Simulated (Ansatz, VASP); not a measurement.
# MoSeS: VASP beside Ansatz, part 2 of 2

Aim: how closely do two programs agree when they are given the same cell, functional and k mesh? Of the first pair: The structure shown is the start of the Ansatz relaxation below; VASP solves that cell, so the two are compared at the walk's first step.

VASP 6.6.1 and Ansatz 0.2.0.

So far. Step 4 (Differences): The forces differ by 36 meV/Å r.m.s., which is 3.5 % of the r.m.s. force of 1.015 eV/Å (both taken over all components). With vacuum in the cell, a pressure given here is an average over mostly empty space and none of the material.

**6. Ansatz: relaxation, LDA**

Level of this step: Ansatz beside VASP: Kohn-Sham DFT, plane waves, LDA (Ansatz).

This run makes the geometry at which the two programs are then compared.

The structure compared here is the end of the Ansatz relaxation.

The input, input.yaml:

```yaml
crystal:
  lattice:
    - [3.2771978011, 0.0, 0.0]
    - [1.6385989006, 2.838136549, 0.0]
    - [0.0, 0.0, 19.08115]
  atoms:
    - { symbol: Mo, position: [0.6666666667, 0.6666666667, 0.50016713] }
    - { symbol: Se, position: [0.0, 0.0, 0.58373247] }
    - { symbol: S, position: [0.0, 0.0, 0.41626753] }
  periodic: [true, true, false]
kpoints:
  mp_grid: { grid: [8, 8, 1] }
scf:
  occupations: { method: fermi_dirac, width: 0.05 }
hamiltonian:
  xc: lda
output:
  forces: true
  stress: true
  write_density: true
  write_potential: true
  elf: true
  volumetric_format: npy
relax:
  f_tol: 0.02
  max_steps: 50
  cell: {}
```

Run with:

```sh
> ansatz run input.yaml --threads 1 --pin off --max-ram 4096MiB --backend cpu --events-out ev --progress --plain --runs-dir out
```

Numbers of over 12 decimals in the logs are rounded to 6 here.

Output:

```text
[...]
Crystal: 3 atoms, lattice volume = 280.809 Å³
Basis set: ecut = 420 eV, 5561 PW (Γ)
Bands: 22, of which v1, the nominal top of the filled ones, is band 18 counted from 1 (17 counted from 0)
Symmetry: 6 space group operations
[...]
k-points: 10 of 64 (time reversal used)
[...]
--- Relaxed structure (4 steps of the walk, 4 accepted, 1 SCFs on fresh bases) ---
[...]
cell:  # Å, volume = 264.6774 Å³
    - [3.181672, -2.8026090393433715e-11, 0]
    - [1.590836, 2.755409, 0]
    - [0, 0, 30.190847279762]
  atoms:
    - { symbol: Mo, position: [0.666667, 0.666667, 0.314153] }
[...]
- { symbol: S, position: [-4.828153134948697e-19, -1.4542841366826354e-17, 0.263856] }
[key lines of the parts left out:]
SCF converged after 8 iterations
Free energy (F): -11098.081879 eV
Fermi energy:    -5.024284 eV
P = ½ c Tr σ = -0.0099 N/m
```

**7. VASP: single point, LDA, relaxed cell, pair 2**

The same cell, functional (in two slightly different forms), mesh and smearing now go to VASP, with its own data sets.

The input, INCAR:

```
SYSTEM = MoSeS
PREC = Accurate
ENCUT = 400
EDIFF = 1E-06
NELM = 120
ISMEAR = -1
SIGMA = 0.05
LREAL = .FALSE.
ALGO = Normal
GGA = CA
NBANDS = 19
LASPH = .TRUE.
LORBIT = 11
LWAVE = .FALSE.
LCHARG = .FALSE.
ISIF = 2
LDIPOL = .TRUE.
IDIPOL = 3
DIPOL = 0.5 0.5 0.316
LVHAR = .TRUE.
GGA_COMPAT = .FALSE.
EFERMI = MIDGAP
NELMDL = -8
```

The input, POSCAR:

```
MoSeS
1.0
    3.1816722506      0.0000000000      0.0000000000
    1.5908361253      2.7554089955      0.0000000000
    0.0000000000      0.0000000000     30.1908472798
Mo Se S
1 1 1
Direct
    0.6666666667      0.6666666667      0.3141527501
    0.0000000000      0.0000000000      0.3701235328
    0.0000000000      0.0000000000      0.2638559032
```

The input, KPOINTS:

```
Automatic mesh
0
Gamma
8 8 1
0 0 0
```

The projector-augmented-wave data sets are Mo_sv, Se and S (LDA family, release 64).

Run with:

```sh
> mpirun -np 1 vasp_std
```

Output:

```text
[... set-up lines as in an earlier step ...]
 entering main loop
       N       E                     dE             d eps       ncg     rms          rms(c)
DAV:   1     0.133633340427E+03    0.13363E+03   -0.11704E+04   540   0.833E+02
DAV:   2    -0.133120327655E+02   -0.14695E+03   -0.14351E+03   515   0.204E+02
DAV:   3    -0.245370640020E+02   -0.11225E+02   -0.11170E+02   527   0.520E+01
DAV:   4    -0.246666675461E+02   -0.12960E+00   -0.12925E+00   510   0.621E+00
[...]
DAV:  25    -0.234119453468E+02   -0.36743E-05   -0.10526E-07   309   0.843E-04    0.513E-04
DAV:  26    -0.234119464267E+02   -0.10799E-05   -0.12824E-08   270   0.392E-04    0.165E-04
DAV:  27    -0.234119473036E+02   -0.87696E-06   -0.14437E-08   277   0.331E-04
   1 F= -.23411947E+02 E0= -.23411947E+02  d E =-.224496E-08
```

Parts of OUTCAR (step 7):

```text
  Total        0.0384430      0.0384430      0.0790621      0.0000000      0.0000000      0.0000000
  in kB        0.2327079      0.2327079      0.4785886      0.0000000      0.0000000      0.0000000
  external PRESSURE =       0.3146681 kB  Pullay stress =       0.0000000 kB

 POSITION                                       TOTAL-FORCE (eV/Angst)
 -----------------------------------------------------------------------------------
      3.18167      1.83694      9.48454         0.000000      0.000000     -0.060015
      0.00000      0.00000     11.17434        -0.000000     -0.000000      0.083062
      0.00000      0.00000      7.96603        -0.000000     -0.000000     -0.023047
 -----------------------------------------------------------------------------------
    total drift:                               -0.000000     -0.000000      0.000324

  FREE ENERGIE OF THE ION-ELECTRON SYSTEM (eV)
  ---------------------------------------------------
  free  energy   TOTEN  =       -23.4119473036 eV

  energy  without entropy=      -23.4119473014  energy(sigma->0) =      -23.41194730

[... 1 part as in an earlier step ...]

[... 2 further parts left out ...]
[key lines of the parts left out:]
E-fermi :  -2.4016
```

**8. Differences**

What differs besides the data sets and the points named for the pairs above, as far as they apply: the data sets hold 36 valence electrons in Ansatz (on its default PAW (the set named soft_2) files) and 26 in VASP. Total energies have different zeros and are not compared.

The two programs side by side:

| quantity | Ansatz | VASP | difference |
| --- | --- | --- | --- |
| gap on the k mesh (eV) | 1.948 | 1.958 | -0.009 |

Forces (eV/Å; atoms numbered as in POSCAR):

| atom | Ansatz x, y, z | VASP x, y, z |
| --- | --- | --- |
| Mo1 | 0.000, 0.000, -0.002 | 0.000, 0.000, -0.060 |
| Se2 | 0.000, 0.000, 0.004 | 0.000, 0.000, 0.083 |
| S3 | 0.000, 0.000, -0.003 | 0.000, 0.000, -0.023 |

The forces differ by 33 meV/Å r.m.s., where the r.m.s. force is 0.002 eV/Å in Ansatz and 0.035 eV/Å in VASP: the atoms lie near their places of rest in Ansatz, so a percentage would say little (all taken over all components). A gap on the mesh is an upper bound, since the band edges may lie between its points. With vacuum in the cell, a pressure given here is an average over mostly empty space and none of the material.

**9. Results**

| Quantity | Value |
| --- | --- |
| r.m.s. force difference (single point, LDA, start cell, pair 1) | 3.5 % of the r.m.s. force |
| r.m.s. force difference (single point, LDA, relaxed cell, pair 2) | 33 meV/Å |

In words: The r.m.s. force difference is 33 meV/Å (single point, LDA, relaxed cell, pair 2), beyond the 12 meV/Å picked in this series as the mark of a large difference. The data sets hold unlike numbers of valence electrons (36 in Ansatz and 26 in VASP), so part of the differences comes from the potentials. Single point, LDA, start cell, pair 1, VASP with the data sets Mo, Se_sv_GW and S and a cutoff of 620 eV: r.m.s. force difference goes from 36 to 5.4 meV/Å. What causes the difference of the single point, LDA, relaxed cell, pair 2 pair stays open here. Such differences can come from data sets, numerical settings and the points named under the comparisons, not from the functional's error against experiment.

[Lines on the potential files, build, host, timing and source positions are cut from VASP's logs without a mark.]

[Logs are printed without paths, hosts, clocks, repeated set-up lines and the standing remarks that a program may print on its own settings, such as how far it seeks lower states.]

[Hosts, paths, dates, database ids (printed as entryN), source tags and the programs' standing remarks are cut or masked in the printed files.]
